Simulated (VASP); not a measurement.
Computed with PBEsol GGA, VASP's PBE PAW potentials (set 64) (plane waves; VASP 6.6.1).

A VASP calculation is set up with these files.

KPOINTS:
```
Automatic mesh
0
Gamma
5 5 5
0 0 0
```

INCAR:
```
SYSTEM = CsI
PREC = Accurate; ENCUT = 520; LREAL = F
LASPH = T
EDIFF = 1E-6; NELM = 100; ALGO = Normal
LMAXMIX = 4
ISMEAR = 0; SIGMA = 0.05
GGA = PS
IBRION = 2; NSW = 60; ISIF = 3
EDIFFG = -0.01
LWAVE = F; LCHARG = F
```

POSCAR:
```
CsI
1
    4.5167994342    -0.0000000000     0.0000000000
    0.0000000000     4.5167994342     0.0000000000
    0.0000000000     0.0000000000     4.5167994342
Cs I
1 1
Direct
  0.0000000000   0.0000000000   0.0000000000
  0.5000000000   0.5000000000   0.5000000000
```

POTCAR, in this order: Cs_sv I (PBE.64 set). Program: vasp_std.

The run wrote:

OUTCAR:
```
 ion  position               nearest neighbor table
   1  0.000  0.000  0.000-
   2  0.500  0.500  0.500-
  LATTYP: Found a simple cubic cell.
 ALAT       =     4.5167994342
 Subroutine PRICEL returns:
 Original cell was already a primitive cell.
 Subroutine GETGRP returns: Found 48 space group operations
The static configuration has the point symmetry O_h .
The dynamic configuration has the point symmetry O_h .
 Subroutine INISYM returns: Found 48 space group operations
 Subroutine IBZKPT returns following result:
 Found     10 irreducible k-points:

 Following reciprocal coordinates:
            Coordinates               Weight
  0.000000  0.000000  0.000000      1.000000
  0.200000  0.000000  0.000000      6.000000
  0.400000  0.000000  0.000000      6.000000
  0.200000  0.200000  0.000000     12.000000
  0.400000  0.200000  0.000000     24.000000
  0.400000  0.400000  0.000000     12.000000
  0.200000  0.200000  0.200000      8.000000
  0.400000  0.200000  0.200000     24.000000
  0.400000  0.400000  0.200000     24.000000
  0.400000  0.400000  0.400000      8.000000
   k-points           NKPTS =     10   k-points in BZ     NKDIM =     10   number of bands    NBANDS=     12
   number of dos      NEDOS =    301   number of ions     NIONS =      2
   total plane-waves  NPLWV =  46656
   dimension x,y,z NGX =    36 NGY =   36 NGZ =   36
   dimension x,y,z NGXF=    72 NGYF=   72 NGZF=   72
   ions per type =               1   1
   PREC   = accura    normal or accurate (medium, high low for compatibility)
   ISTART =      0    job   : 0-new  1-cont  2-samecut
   ICHARG =      2    charge: 1-file 2-atom 10-const
   ISPIN  =      1    spin polarized calculation?
   LNONCOLLINEAR =      F non collinear calculations
   LSORBIT =      F    spin-orbit coupling
   INIWAV =      1    electr: 0-lowe 1-rand  2-diag
   ENCUT  =  520.0 eV  38.22 Ry    6.18 a.u.   8.40  8.40  8.40*2*pi/ulx,y,z
   NELM   =    100;   NELMIN=  2; NELMDL= -5     # of ELM steps
   EDIFF  = 0.1E-05   stopping-criterion for ELM
   LREAL  =      F    real-space projection
   NLSPLINE    = F    spline interpolate recip. space projectors
   LMAXMIX     =    4 max onsite mixed and CHGCAR
   VOSKOWN=      0    Vosko Wilk Nusair interpolation
   EDIFFG = -.1E-01   stopping-criterion for IOM
   NSW    =     60    number of steps for IOM
   NBLOCK =      1;   KBLOCK =     60    inner block; outer block
   IBRION =      2    ionic relax: 0-MD 1-quasi-New 2-CG
   NFREE  =      1    steps in history (QN), initial steepest desc. (CG)
   ISIF   =      3    stress and relaxation
   ISYM   =      2    0-nonsym 1-usesym 2-fastsym
   TEIN   =    0.0    initial temperature
   TEBEG  =    0.0;   TEEND  =   0.0 temperature during run
   SMASS  =  -3.00    Nose mass-parameter (am)
   PSTRESS=    0.0 pullay stress
   NELECT =      16.0000    total number of electrons
   EFERMI =   0.00;   METHOD = LEGACY
   ISMEAR =     0;   SIGMA  =   0.05  broadening in eV -4-tet -1-fermi 0-gaus
   IALGO  =     38    algorithm
   LDIAG  =      T    sub-space diagonalisation (order eigenvalues)
   IMIX   =      4    mixing-type and parameters
     AMIX     =   0.40;   BMIX     =  1.00
     AMIX_MAG =   1.60;   BMIX_MAG =  1.00
     AMIN     =   0.10
   GGA     = PS    functional components
   VOSKOWN =     0    Vosko Wilk Nusair interpolation
   LHFCALC =     F    Hartree Fock is set to
   LHFONE  =     F    Hartree Fock one center treatment
   AEXX    =    0.0000 exact exchange contribution
   IVDW    =     0    specifies the selected vdW correction
   LEPSILON=     F    determine dielectric tensor
   LRPA    =     F    only Hartree local field effects (RPA)
  energy-cutoff  :      520.00
...
```

### OSZICAR
```
       N       E                     dE             d eps       ncg     rms          rms(c)
DAV:   1     0.918079673644E+02    0.91808E+02   -0.62133E+03   240   0.110E+03
DAV:   2     0.100636809522E+01   -0.90802E+02   -0.86048E+02   376   0.162E+02
DAV:   3    -0.581348765567E+01   -0.68199E+01   -0.68047E+01   296   0.532E+01
DAV:   4    -0.590422434523E+01   -0.90737E-01   -0.90723E-01   280   0.747E+00
DAV:   5    -0.590523549825E+01   -0.10112E-02   -0.10111E-02   304   0.838E-01    0.140E+00
DAV:   6    -0.579600611833E+01    0.10923E+00   -0.14568E-01   264   0.186E+00    0.102E+00
DAV:   7    -0.577199736373E+01    0.24009E-01   -0.11459E-01   268   0.169E+00    0.488E-01
DAV:   8    -0.577386945603E+01   -0.18721E-02   -0.76179E-03   276   0.569E-01    0.850E-02
DAV:   9    -0.577410145646E+01   -0.23200E-03   -0.55823E-04   288   0.164E-01    0.598E-02
DAV:  10    -0.577417005306E+01   -0.68597E-04   -0.11338E-04   272   0.652E-02    0.124E-02
DAV:  11    -0.577416914526E+01    0.90780E-06   -0.32731E-05   268   0.300E-02    0.424E-03
DAV:  12    -0.577416932253E+01   -0.17727E-06   -0.28942E-06   280   0.112E-02
   1 F= -.57741693E+01 E0= -.57741693E+01  d E =-.577417E+01
```

File OUTCAR:
```
------------------------ aborting loop because EDIFF is reached ----------------------------------------
  FORCE on cell =-STRESS in cart. coord.  units (eV):
  Direction    XX          YY          ZZ          XY          YZ          ZX
  --------------------------------------------------------------------------------------
  Total       -0.0174488     -0.0174488     -0.0174488      0.0000000      0.0000000      0.0000000
  in kB       -0.3033771     -0.3033771     -0.3033771      0.0000000      0.0000000      0.0000000
  external PRESSURE =      -0.3033771 kB  Pullay stress =       0.0000000 kB
  volume of cell :       92.15
      direct lattice vectors                 reciprocal lattice vectors
     4.516799434  0.000000000  0.000000000     0.221395706  0.000000000  0.000000000
     0.000000000  4.516799434  0.000000000     0.000000000  0.221395706  0.000000000
     0.000000000  0.000000000  4.516799434     0.000000000  0.000000000  0.221395706
 POSITION                                       TOTAL-FORCE (eV/Angst)
 -----------------------------------------------------------------------------------
      0.00000      0.00000      0.00000         0.000000      0.000000      0.000000
      2.25840      2.25840      2.25840         0.000000      0.000000      0.000000
 -----------------------------------------------------------------------------------
    total drift:                               -0.000000      0.000000      0.000000
  FREE ENERGIE OF THE ION-ELECTRON SYSTEM (eV)
  ---------------------------------------------------
  free  energy   TOTEN  =        -5.7741693225 eV

  energy  without entropy=       -5.7741693225  energy(sigma->0) =       -5.77416932

 reached required accuracy - stopping structural energy minimisation
```
(Selected blocks of OUTCAR.)

The compound is CsI in the CsCl type structure. It was relaxed first. The start is the result of an earlier pass.
